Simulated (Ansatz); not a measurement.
**C₄H₆ (singlet): from Hartree-Fock to the top rungs, 6-31G***

An exercise on one series of results from a longer session: the logs are not shown, and one member is left open.

Computed with Ansatz 0.2.0, Gaussian basis. Level: 6-31G*, core rule «outside noble gas», up to 4 orbitals frozen.

To be run: UHF; CCSD(T) on RHF; BCCD(T) on RHF; CISD; CCSDT(Q) on RHF; CASSCF and MRCISD+Q, 8 electrons in 8 orbitals; CASSCF and MRCISD+Q(relaxed), 8 electrons in 8 orbitals; CASSCF and NEVPT2, 8 electrons in 8 orbitals.

18 further runs of the same task are left out: 1 that didn't finish, 17 set aside as unsound or not needed.

### What is computed

The geometry is an MP2(full)/6-31G* stationary point (not a proven minimum).

10 atoms, charge 0, spin multiplicity 1.

Atoms are counted from 1 here; the program's logs count them from 0.

Bond lengths: C1–C2 1.465 Å, C1–C3 1.465 Å, C1–C4 1.325 Å, C2–C3 1.536 Å, C2–H5 1.087 Å, C2–H6 1.087 Å, C3–H7 1.087 Å, C3–H8 1.087 Å, C4–H9 1.086 Å, C4–H10 1.086 Å. Angles: C2–C1–C3 63.2°, C2–C1–C4 148.4°, C3–C1–C4 148.4°, C1–C2–C3 58.4°, C1–C2–H5 118.9°, C1–C2–H6 118.9°, C3–C2–H5 117.6°, C3–C2–H6 117.6°, H5–C2–H6 114.2°, C1–C3–C2 58.4°, C1–C3–H7 118.9°, C1–C3–H8 118.9°, C2–C3–H7 117.6°, C2–C3–H8 117.6°, H7–C3–H8 114.2°, C1–C4–H9 121.4°, C1–C4–H10 121.4°, H9–C4–H10 117.2°.

Geometry (Å):

```
C     0.0000    0.0000    0.3050
C     0.0000   -0.7679   -0.9421
C     0.0000    0.7679   -0.9421
C     0.0000    0.0000    1.6300
H    -0.9128   -1.2718   -1.2493
H     0.9128   -1.2718   -1.2493
H     0.9128    1.2718   -1.2493
H    -0.9128    1.2718   -1.2493
H     0.0000   -0.9269    2.1956
H     0.0000    0.9269    2.1956
```

Set-up of the first run:

in.yaml

```yaml
crystal:
  periodic: [false, false, false]
  atoms:
    - {symbol: C, position_ang: [0.000000, 0.000000, 0.304995]}
    - {symbol: C, position_ang: [0.000000, -0.767920, -0.942063]}
    - {symbol: C, position_ang: [0.000000, 0.767920, -0.942063]}
    - {symbol: C, position_ang: [0.000000, 0.000000, 1.629996]}
    - {symbol: H, position_ang: [-0.912794, -1.271789, -1.249334]}
    - {symbol: H, position_ang: [0.912794, -1.271789, -1.249334]}
    - {symbol: H, position_ang: [0.912794, 1.271789, -1.249334]}
    - {symbol: H, position_ang: [-0.912794, 1.271789, -1.249334]}
    - {symbol: H, position_ang: [0.000000, -0.926908, 2.195609]}
    - {symbol: H, position_ang: [0.000000, 0.926908, 2.195609]}
basis:
  gaussian: {orbitals: "6-31G*"}
magnetization: {spin_polarized: true, initial_magnetization: 0}
hamiltonian: {xc: hf}
output: {orbitals: {seedname: orbitals}}
```

Command:

```
> ansatz run in.yaml --threads 1 --pin off --events-out ev --progress --plain --max-ram 4096MiB --backend cpu
```

Among the steps run: UHF; CCSD(T) on RHF; BCCD(T) on RHF; CISD; CCSDT(Q) on RHF; CASSCF and MRCISD+Q, 8 electrons in 8 orbitals; CASSCF and MRCISD+Q(relaxed), 8 electrons in 8 orbitals; CASSCF and NEVPT2, 8 electrons in 8 orbitals.

One table of the session follows, with a row left open; its other results are not shown here.

It belongs to the step «Misses and costs». 

```
                    method  from RCCSDT(Q) (meV)
                       RHF              +15569.8
                      RMP2               +1687.1
                      CISD               +2630.4
                     RCCSD                +596.0
                  RCCSD(T)                 +51.8
                   BCCD(T)                 +49.4
                    RCCSDT                 +30.5
                 RCCSDT(Q)                     0
           CASSCF frontier              +12998.3
           NEVPT2 frontier                     ?
           MRCISD frontier               +1838.2
         MRCISD+Q frontier                +346.8
MRCISD+Q(relaxed) frontier                +321.9
```

**Question.** Estimate the row for NEVPT2 frontier.

**Answer.** from RCCSDT(Q) (meV): +2004.3. In the column «from RCCSDT(Q) (meV)» it lies between MRCISD frontier (+1838.2) and CISD (+2630.4).
